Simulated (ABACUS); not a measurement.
# Hf (Im-3m) in ABACUS: equation of state

How stiff is Hf in PBE, and what volume does it want? The cell is scaled to several volumes.

All numbers are computed with ABACUS 3.10.1; they aren't measurements. Logs are shortened: lines on timing, memory, paths and dates and some standing lists are left out, and cuts for length are marked.

## 1. The structure

The structure is cubic, space group Im-3m (No. 229). The conventional cell has a = 3.610 Å, b = 3.610 Å, c = 3.610 Å, α = 90.00°, β = 90.00°, γ = 90.00°. Hf (site symmetry m-3m) has 8 Hf at 3.13 Å as nearest neighbours.

This isn't the form of Hf at room conditions, which is hcp.

## 2. Equation of state, PBE, 22.11 Å³/atom (volume scaled by 0.94)

Input file INPUT:

```
INPUT_PARAMETERS
suffix              Hf
calculation         scf
basis_type          pw
pseudo_dir          ./
symmetry            1
dft_functional      pbe
ecutwfc             58
pseudo_rcut         10
nspin               1
nbands              10
ks_solver           dav
smearing_method     fd
smearing_sigma      0.00367493
scf_thr             1e-08
scf_nmax            100
mixing_type         broyden
mixing_beta         0.7
cal_force           1
cal_stress          1
kpar                4
```

Input file STRU:

```
ATOMIC_SPECIES
Hf 178.4900 Hf.upf

LATTICE_CONSTANT
1.8897261246

LATTICE_VECTORS
-1.7681529262 1.7681529262 1.7681529262
1.7681529262 -1.7681529262 1.7681529262
1.7681529262 1.7681529262 -1.7681529262

ATOMIC_POSITIONS
Direct

Hf
0.0
1
0.0000000000 0.0000000000 0.0000000000 1 1 1
```

Input file KPT:

```
K_POINTS
0
Gamma
10 10 10 0 0 0
```

Potentials or basis: PseudoDojo NC SR 0.4.1 PBE standard, plane waves.

The run is started by

```console
$ OMP_NUM_THREADS=1 mpirun -np 4 abacus > log
```

running log:

```text
ABACUS v3.10.1

               Atomic-orbital Based Ab-initio Computation at UStc

 ------------------------------------------------------------------------------------

 READING GENERAL INFORMATION
                           global_out_dir = OUT.Hf/
                           global_in_card = INPUT
                               pseudo_dir = ./
                              orbital_dir =
                                    DSIZE = 4
                                    GSIZE = 1

 READING UNITCELL INFORMATION
                                    ntype = 1
                  lattice constant (Bohr) = 1.88973
              lattice constant (Angstrom) = 1

 READING ATOM TYPE 1
                               atom label = Hf
                      L=0, number of zeta = 1
                      L=1, number of zeta = 1
                      L=2, number of zeta = 1
             number of atom for this type = 1

                        TOTAL ATOM NUMBER = 1
DIRECT COORDINATES
    atom                   x                   y                   z     mag                  vx                  vy                  vz
taud_Hf1            0.0000000000        0.0000000000        0.0000000000  0.0000        0.0000000000        0.0000000000        0.0000000000

                          Volume (Bohr^3) = 149.216
                             Volume (A^3) = 22.1115

 Lattice vectors: (Cartesian coordinate: in unit of a_0)
             -1.76815            +1.76815            +1.76815
             +1.76815            -1.76815            +1.76815
             +1.76815            +1.76815            -1.76815
 Reciprocal vectors: (Cartesian coordinate: in unit of 2 pi/a_0)
                   +0           +0.282781           +0.282781
            +0.282781                  +0           +0.282781
            +0.282781           +0.282781                  +0
 The esolver type has been set to : ksdft_pw

                PAO radial cut off (Bohr) = 10

 Read in pseudopotential file is Hf.upf
                     pseudopotential type = NC
          exchange-correlation functional = PBE
                 nonlocal core correction = 1
                        valence electrons = 12
                                     lmax = 3
                           number of zeta = 4
                     number of projectors = 8
                           L of projector = 0
                           L of projector = 0
                           L of projector = 1
                           L of projector = 1
                           L of projector = 2
                           L of projector = 2
                           L of projector = 3
                           L of projector = 3
     initial pseudo atomic orbital number = 10

 SETUP THE ELECTRONS NUMBER
            electron number of element Hf = 12
      total electron number of element Hf = 12
[... 155 lines left out ...]
 Init Non-Local-Pseudopotential done.

                                     npwx = 1113

 Make real space PAO into reciprocal space.
       max mesh points in Pseudopotential = 1001
     dq(describe PAO in reciprocal space) = 0.01
                                    max q = 918

 number of pseudo atomic orbitals for Hf is 4
WARNING: norm of atomic wavefunction # 3 of atomic type Hf is 0.999757, renormalized
WARNING: norm of atomic wavefunction # 4 of atomic type Hf is 0.999781, renormalized

 -------------------------------------------
 SELF-CONSISTENT
 -------------------------------------------
                                 init_chg = atomic

 PW ALGORITHM --------------- ION=   1  ELEC=   1--------------------------------
 Notice: Threshold on eigenvalues was too large.
 hsover_error=0.12 > DRHO=0.0140163
 Origin diag ethr = 0.01
 New diag ethr = 0.000116803

 Density error is 0.0153012921836
                          Error Threshold = 0.000116802625521
----------------------------------------------------------
     Energy           Rydberg                 eV
----------------------------------------------------------
 E_KohnSham     -112.8132403356      -1534.9028784082
 E_Harris       -113.4571235546      -1543.6633590321
 E_Fermi        1.0784301303         14.6727946664
----------------------------------------------------------
[... 51 lines left out ...]
 Density error is 4.21964590745e-09
                          Error Threshold = 1.26352106361e-09
----------------------------------------------------------
     Energy           Rydberg                 eV
----------------------------------------------------------
 E_KohnSham     -112.8150544382      -1534.9275605393
 E_KS(sigma->0) -112.8145554170      -1534.9207710082
 E_Harris       -112.8147204418      -1534.9230162857
 E_band         -10.0936231247       -137.3307879599
 E_one_elec     -19.9095202872       -270.8829203524
 E_Hartree      14.0344303462        190.9482208920
 E_xc           -28.5195292624       -388.0281022467
 E_Ewald        -78.4194371924       -1066.9511797700
 E_entropy(-TS) -0.0009980423        -0.0135790622
 E_descf        0.0000000000         0.0000000000
 E_exx          0.0000000000         0.0000000000
 E_Fermi        1.0646371515         14.4851315634
----------------------------------------------------------

 charge density convergence is achieved
 final etot is -1534.9275605 eV
 EFERMI = 14.485131563 eV

 STATE ENERGY(eV) AND OCCUPATIONS    NSPIN == 1
 1/12 kpoint (Cartesian) = 0.0000 0.0000 0.0000 (1061 pws)
       1       -47.0542     0.00200000
       2       -15.2888     0.00200000
       3       -15.2888     0.00200000
       4       -15.2888     0.00200000
       5        7.40012     0.00200000
       6        16.0166    9.96414e-17
       7        16.0166    9.96414e-17
       8        16.0166    9.96414e-17
       9        18.8341    3.36108e-41
      10        18.8341    3.36108e-41
[... 49 lines left out ...]
 6/12 kpoint (Cartesian) = 0.14139 0.14139 0.28278 (1108 pws)
       1       -46.9826      0.0120000
       2       -16.1406      0.0120000
       3       -15.5650      0.0120000
       4       -15.2930      0.0120000
       5        11.0666      0.0120000
       6        13.9651      0.0119996
       7        15.5702    4.51447e-12
       8        18.6688    5.50001e-39
       9        19.6875    7.80403e-48
      10        22.2044    1.07207e-69

[... levels at 6 further k points ...]

------------------------------------------------------------------------------------------
 TOTAL-FORCE (eV/Angstrom)
------------------------------------------------------------------------------------------
                       Hf1         0.0000000000         0.0000000000         0.0000000000
------------------------------------------------------------------------------------------

----------------------------------------------------------------
 TOTAL-STRESS (KBAR)
----------------------------------------------------------------
        11.1764488362        -0.0000000000        -0.0000000000
        -0.0000000000        11.1764488362         0.0000000000
         0.0000000000         0.0000000000        11.1764488362
----------------------------------------------------------------
 TOTAL-PRESSURE: 11.176449 KBAR

 --------------------------------------------
 !FINAL_ETOT_IS -1534.9275605392683701 eV
 --------------------------------------------
```

It took 2.8 s on 4 MPI ranks of Intel Xeon Platinum 8488C (Sapphire Rapids), shared host; peak memory 0.24 GiB.

What came out:

* Free energy: -1534.9276 eV
* Pressure: 1.1 GPa
* Band gap on the k mesh: none (metal or under the smearing width)

## 3. Equation of state, PBE, 22.58 Å³/atom (volume scaled by 0.96)

INPUT is that of step 2.

Input file STRU:

```
ATOMIC_SPECIES
Hf 178.4900 Hf.upf

LATTICE_CONSTANT
1.8897261246

LATTICE_VECTORS
-1.7806051177 1.7806051177 1.7806051177
1.7806051177 -1.7806051177 1.7806051177
1.7806051177 1.7806051177 -1.7806051177

ATOMIC_POSITIONS
Direct

Hf
0.0
1
0.0000000000 0.0000000000 0.0000000000 1 1 1
```

KPT is that of step 2.

Potentials or basis: PseudoDojo NC SR 0.4.1 PBE standard, plane waves.

The run is started by

```console
$ OMP_NUM_THREADS=1 mpirun -np 4 abacus > log
```

Run time: 2.7 s. Hardware: 4 MPI ranks of Intel Xeon Platinum 8488C (Sapphire Rapids), shared host; peak memory 0.24 GiB.

It converged, with:

* Free energy: -1534.9276 eV
* Pressure: -1.0 GPa
* Band gap on the k mesh: none (metal or under the smearing width)

## 4. Equation of state, PBE, 23.05 Å³/atom (volume scaled by 0.98)

INPUT is that of step 3.

Input file STRU:

```
ATOMIC_SPECIES
Hf 178.4900 Hf.upf

LATTICE_CONSTANT
1.8897261246

LATTICE_VECTORS
-1.7928855410 1.7928855410 1.7928855410
1.7928855410 -1.7928855410 1.7928855410
1.7928855410 1.7928855410 -1.7928855410

ATOMIC_POSITIONS
Direct

Hf
0.0
1
0.0000000000 0.0000000000 0.0000000000 1 1 1
```

KPT is that of step 3.

The run is started by

```console
$ OMP_NUM_THREADS=1 mpirun -np 4 abacus > log
```

Wall time 2.6 s (4 MPI ranks of Intel Xeon Platinum 8488C (Sapphire Rapids), shared host); peak memory 0.24 GiB.

The run converged. Its results:

```
Free energy            : -1534.9215 eV
Pressure               : -3.0 GPa
Band gap on the k mesh : none (metal or under the smearing width)
```

## 5. Equation of state, PBE, 23.52 Å³/atom

INPUT is that of step 4.

Input file STRU:

```
ATOMIC_SPECIES
Hf 178.4900 Hf.upf

LATTICE_CONSTANT
1.8897261246

LATTICE_VECTORS
-1.8050000000 1.8050000000 1.8050000000
1.8050000000 -1.8050000000 1.8050000000
1.8050000000 1.8050000000 -1.8050000000

ATOMIC_POSITIONS
Direct

Hf
0.0
1
0.0000000000 0.0000000000 0.0000000000 1 1 1
```

KPT is that of step 4.

The run is started by

```console
$ OMP_NUM_THREADS=1 mpirun -np 4 abacus > log
```

Run time: 3.6 s. Hardware: 4 MPI ranks of Intel Xeon Platinum 8488C (Sapphire Rapids), shared host; peak memory 0.24 GiB.

Results (log left out):

* Free energy: -1534.9099 eV
* Pressure: -4.8 GPa
* Band gap on the k mesh: none (metal or under the smearing width)

## 6. Equation of state, PBE, 23.99 Å³/atom (volume scaled by 1.02)

INPUT is that of step 5.

Input file STRU:

```
ATOMIC_SPECIES
Hf 178.4900 Hf.upf

LATTICE_CONSTANT
1.8897261246

LATTICE_VECTORS
-1.8169539908 1.8169539908 1.8169539908
1.8169539908 -1.8169539908 1.8169539908
1.8169539908 1.8169539908 -1.8169539908

ATOMIC_POSITIONS
Direct

Hf
0.0
1
0.0000000000 0.0000000000 0.0000000000 1 1 1
```

KPT is that of step 5.

Potentials or basis: PseudoDojo NC SR 0.4.1 PBE standard, plane waves.

The run is started by

```console
$ OMP_NUM_THREADS=1 mpirun -np 4 abacus > log
```

It took 2.8 s on 4 MPI ranks of Intel Xeon Platinum 8488C (Sapphire Rapids), shared host; peak memory 0.24 GiB.

The run converged. Its results:

| Item | Value |
| --- | --- |
| Free energy | -1534.8933 eV |
| Pressure | -6.5 GPa |
| Band gap on the k mesh | none (metal or under the smearing width) |

## 7. Equation of state, PBE, 24.46 Å³/atom (volume scaled by 1.04)

INPUT is that of step 6.

Input file STRU:

```
ATOMIC_SPECIES
Hf 178.4900 Hf.upf

LATTICE_CONSTANT
1.8897261246

LATTICE_VECTORS
-1.8287527239 1.8287527239 1.8287527239
1.8287527239 -1.8287527239 1.8287527239
1.8287527239 1.8287527239 -1.8287527239

ATOMIC_POSITIONS
Direct

Hf
0.0
1
0.0000000000 0.0000000000 0.0000000000 1 1 1
```

KPT is that of step 6.

The run is started by

```console
$ OMP_NUM_THREADS=1 mpirun -np 4 abacus > log
```

Wall time 3 s (4 MPI ranks of Intel Xeon Platinum 8488C (Sapphire Rapids), shared host); peak memory 0.24 GiB.

It converged, with:

```
Free energy            : -1534.8721 eV
Pressure               : -8.0 GPa
Band gap on the k mesh : none (metal or under the smearing width)
```

## 8. Equation of state, PBE, 24.93 Å³/atom (volume scaled by 1.06)

INPUT is that of step 7.

Input file STRU:

```
ATOMIC_SPECIES
Hf 178.4900 Hf.upf

LATTICE_CONSTANT
1.8897261246

LATTICE_VECTORS
-1.8404011445 1.8404011445 1.8404011445
1.8404011445 -1.8404011445 1.8404011445
1.8404011445 1.8404011445 -1.8404011445

ATOMIC_POSITIONS
Direct

Hf
0.0
1
0.0000000000 0.0000000000 0.0000000000 1 1 1
```

KPT is that of step 7.

The run is started by

```console
$ OMP_NUM_THREADS=1 mpirun -np 4 abacus > log
```

Run time: 3.8 s. Hardware: 4 MPI ranks of Intel Xeon Platinum 8488C (Sapphire Rapids), shared host; peak memory 0.24 GiB.

Results (log left out):

* Free energy: -1534.8467 eV
* Pressure: -9.3 GPa
* Band gap on the k mesh: none (metal or under the smearing width)

## 9. Equation of state, PBE

Potentials or basis: PseudoDojo NC SR 0.4.1 PBE standard, plane waves.

This step only gathers the single runs of the series.

What came out:

```
Equilibrium volume                      : 22.35 Å³/atom
Bulk modulus                            : 104 GPa
Pressure derivative of the bulk modulus : 3.6
```

Energy against volume, from the lowest point:
```csv
volume (Å³/atom),energy (meV/atom)
22.112,0.03
22.582,0.00
23.052,6.07
23.523,17.69
23.993,34.33
24.464,55.53
24.934,80.88
```

Spin-orbit coupling is left out, which matters for the levels of Hf.
